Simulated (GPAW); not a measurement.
The system is FeO (Wuestite).

```xyz
2
Lattice="0.0000 2.1554 2.1554 2.1554 0.0000 2.1554 2.1554 2.1554 0.0000" Properties=species:S:1:pos:R:3 pbc="T T T"
Fe    0.0000    0.0000    0.0000
O     2.1554    2.1554    2.1554
```

Base run:

```yaml
Program: GPAW 26.7.0
Functional: PBEsol
Potentials_or_basis: PAW data sets generated in the run's folder for this functional
Cutoff: 800 eV
Basis: pw
k_mesh: 11 × 11 × 11
Occupations: gaussian, width 0.05 eV
Spin: collinear spin, ferromagnetic start
Starting_moments: "[3.0, 0.0] μB"
```

Its results: band gap on the k mesh none (metal or under the smearing width); pressure -7.1 GPa; net moment 4.00 μB per cell; site moments Fe +3.54; O +0.24 μB.

**Question.** The run is repeated on the same cell with these changes: functional from PBEsol to RPBE; potentials or basis from PAW data sets generated in the run's folder for this functional to the program's PAW data sets (release 1.2.1) made for this functional. What comes out?

**Answer.** Band gap on the k mesh none (metal or under the smearing width); pressure 6.7 GPa; net moment 4.00 μB per cell; site moments Fe +3.56; O +0.23 μB.

Caveats: a cell with one magnetic atom can't hold antiferromagnetic order, which such compounds often take; semilocal functionals often make such compounds metallic where correlation or magnetic order opens a gap, which also shifts bond lengths.
